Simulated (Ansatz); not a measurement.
Write the native input for Ansatz 0.2.0 that does the following.

```
Task                : band structure
Functional          : LDA
Potentials or basis : all-electron LAPW, scalar-relativistic
Cutoff              : 246 eV (chosen from the basis error)
Basis error allowed : 0.002 eV/atom
k mesh              : 10 × 10 × 10
Occupations         : fermi-dirac, width 0.05 eV
Spin                : no spin polarisation
```

Crystal: MoS2.

```
CELL_PARAMETERS angstrom
1.58000 0.91221 6.15000
-1.58000 0.91221 6.15000
0.00000 -1.82443 6.15000
ATOMIC_POSITIONS crystal
Mo 0.00000 0.00000 0.00000
S 0.41700 0.41700 0.41700
S 0.25000 0.25000 0.25000
```

Measurements of this composition are mostly on another form, of space group No. 194.

These files were run (other wordings do the same):

input.yaml

```yaml
crystal:
  lattice:
    - [1.58, 0.9122134253, 6.15]
    - [-1.58, 0.9122134253, 6.15]
    - [0.0, -1.8244268506, 6.15]
  atoms:
    - { symbol: Mo, position: [0.0, 0.0, 0.0] }
    - { symbol: S, position: [0.417, 0.417, 0.417] }
    - { symbol: S, position: [0.25, 0.25, 0.25] }
kpoints:
  mp_grid: { grid: [10, 10, 10] }
  band_path:
    path: [[0.0, 0.0, 0.0], [0.5, 0.0, 0.0], [0.5, 0.181334009, -0.181334009]]
    npoints: 10
scf:
  occupations: { method: fermi_dirac, width: 0.05 }
hamiltonian:
  xc: lda
  pseudopotentials: { kind: all_electron, lapw: { basis_error: 0.002 } }
output:
  forces: true
  stress: true
  eigenvalues: true
```

Potentials or basis: all-electron LAPW, scalar-relativistic.

Launch:

```bash
$ ansatz run input.yaml --threads 2 --pin off --max-ram 6144MiB --backend cpu --events-out ev --progress --plain --runs-dir out
```

It gave:

```yaml
Pressure: -2.4 GPa
Largest_force: 0.086 eV/Å
Band_gap_on_the_k_mesh: 0.88 eV, indirect (least direct gap 1.96 eV)
Band_gap_along_the_path: 1.71 eV, direct
```

Wall time 58 s on 2 threads of Intel(R) Xeon(R) Processor @ 2.70GHz (shared host), peak memory 0.54 GiB.
